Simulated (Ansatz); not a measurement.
# Calculated with Ansatz: BaTiO$_{3}$, single run

input.yaml:

```yaml
crystal:
  lattice:
    - [8.1005367, 0.0, 0.0]
    - [0.0, 4.05026835, 0.0]
    - [0.0, 0.0, 4.05026835]
  atoms:
    - { symbol: Ba, position: [0.0, 0.0, 0.0] }
    - { symbol: Ba, position: [0.5, 0.0, 0.0] }
    - { symbol: Ti, position: [0.25, 0.5, 0.5] }
    - { symbol: Ti, position: [0.75, 0.5, 0.5] }
    - { symbol: O, position: [0.0, 0.5, 0.5] }
    - { symbol: O, position: [0.5, 0.5, 0.5] }
    - { symbol: O, position: [0.25, 0.0, 0.5] }
    - { symbol: O, position: [0.75, 0.0, 0.5] }
    - { symbol: O, position: [0.25, 0.5, 0.0] }
    - { symbol: O, position: [0.75, 0.5, 0.0] }
  symmetry: { tolerance: 0.0003 }
kpoints:
  mp_grid: { grid: [4, 6, 6], shift: [0, 0, 0] }
magnetization:
  spin_polarized: false
scf:
  occupations: { method: fermi_dirac, width: 0.1 }
hamiltonian:
  pseudopotentials: { kind: paw }
  xc: pbesol
basis:
  ecutwfc: 500
output:
  forces: true
  stress: true
  eigenvalues: true
  write_density: true
  write_potential: true
  elf: true
  volumetric_format: npy
```

Launch command:

```bash
ansatz run input.yaml --threads 1 --pin off --max-ram 2560MiB --backend cpu --events-out ev --progress --plain --runs-dir out
```

Origin of the cell: a database entry, scaled a little.

Output (shortened):

```
Pseudopotentials: kind: paw
Pseudopotential: Ba, paw, valence charge 10, recommended cutoff 420 eV (normal), Ba.paw.azcp
Pseudopotential: Ti, paw, valence charge 12, recommended cutoff 420 eV (normal), Ti.paw.azcp
Pseudopotential: O, paw, valence charge 6, recommended cutoff 420 eV (normal), O.paw.azcp
Functional definition: PBEsol
  exchange = pbesol_x
  correlation = pbesol_c
Crystal: 10 atoms, lattice volume = 132.887 Å³
Basis set: ecut = 500 eV, 3429 PW (Γ), exchange–correlation on 120×60×60 points (8 copies of the dense FFT grid, shifted against one another)
Bands: 50, of which v1, the nominal top of the filled ones, is band 40 counted from 1 (39 counted from 0)
Symmetry: 32 space group operations
Space group: Pm-3m (ITA 221), of the structure as read, at distance tolerance 1.5e-3 Å
k-points: 30 of 144
[… 8 lines left out …]
Initial density: superposition of atomic densities (neutral atoms: chi_scale 0, normalization atom), corrected by the library's trained network
Functional: x = pbesol(κ = 0.804, μ = 0.123457), c = pbesol(β = 0.046)
SCF iter   1: F=—  HF=-20054.790953 eV  Δρ=1.69e-2  dr2=3.38e-1
SCF iter   2: F=—  HF=-20054.724022 eV  Δρ=4.42e-3  dr2=3.13e-2  defer=9
SCF iter   3: F=—  HF=-20054.720150 eV  Δρ=1.45e-3  dr2=3.30e-3  defer=9
SCF iter   4: F=—  HF=-20054.719792 eV  Δρ=1.25e-4  dr2=1.86e-5  defer=9
SCF iter   5: F=—  HF=-20054.719433 eV  Δρ=2.94e-5  dr2=9.72e-7  defer=9
SCF iter   6: F=-20054.719434 eV  HF=-20054.719434 eV  Δρ=8.10e-6  dr2=6.61e-8
SCF 1 converged in 6 iterations: F = -20054.719434 eV  dr2 = 6.61e-8
SCF converged after 6 iterations
Free energy (F): -20054.719434 eV
Harris-Foulkes:  -20054.719434 eV  (|F-HF|=3.84e-9)
Internal energy: -20054.719308 eV  (E = F + TS)
E sigma→0 (E₀):  -20054.719371 eV
Entropy (-TS):   -0.000126 eV (-0.013 meV/atom)
Fermi energy:    10.555667 eV
--- Per-component energies (eV) ---
  E_band       = -328.941355
  E_kinetic    = 1923.517748
  E_local      = -4265.582024  (includes V_loc(G=0)·N_el)
  E_nonlocal   = 413.938416
  E_hartree    = 1649.069238
  E_xc         = -969.162791
  E_vxc        = -1081.739642  (∫ρ·V_xc dr)
  E_paw        = -13232.095662  (= ΣΔE_a)
  E_vpaw       = -617.227485  (= ΣTr[D̂ρ^β])
  E_aug_tail   = 0.005958  (compensation charges beyond the density's cutoff)
  E_ewald      = -5575.203554
  E_core_change = 0.793362  (= ΣΔE_core)
  E_smearing   = -0.000126  (= −TS)
  Σ components = -20054.719434   (vs F -20054.719434, Δ=0.00e0)
--- Forces (eV/Å), atoms counted from 1 ---
  atom   1  Ba    -0.000000    -0.000000     0.000000
  atom   2  Ba     0.000000     0.000000    -0.000000
  atom   3  Ti     0.000000     0.000000     0.000000
  atom   4  Ti     0.000000     0.000000     0.000000
  atom   5  O      0.000000     0.000000    -0.000000
  atom   6  O     -0.000000     0.000000    -0.000000
  atom   7  O      0.000000     0.000000     0.000000
  atom   8  O      0.000000     0.000000     0.000000
  atom   9  O     -0.000000     0.000000     0.000000
  atom  10  O     -0.000000     0.000000    -0.000000
  max |Σ_I F_I| component: 0.0 eV/Å
--- Stress (GPa, compression-positive) ---
       -9.452608       0.000000       0.000000
        0.000000      -9.448175       0.000000
        0.000000       0.000000      -9.448175
  P = ⅓ Tr σ = -9.4497 GPa (-94.497 kbar)
```

The run took 17 s on 1 thread of Arm Neoverse V2 (shared host), peak memory 0.51 GiB, from the program's own first density.
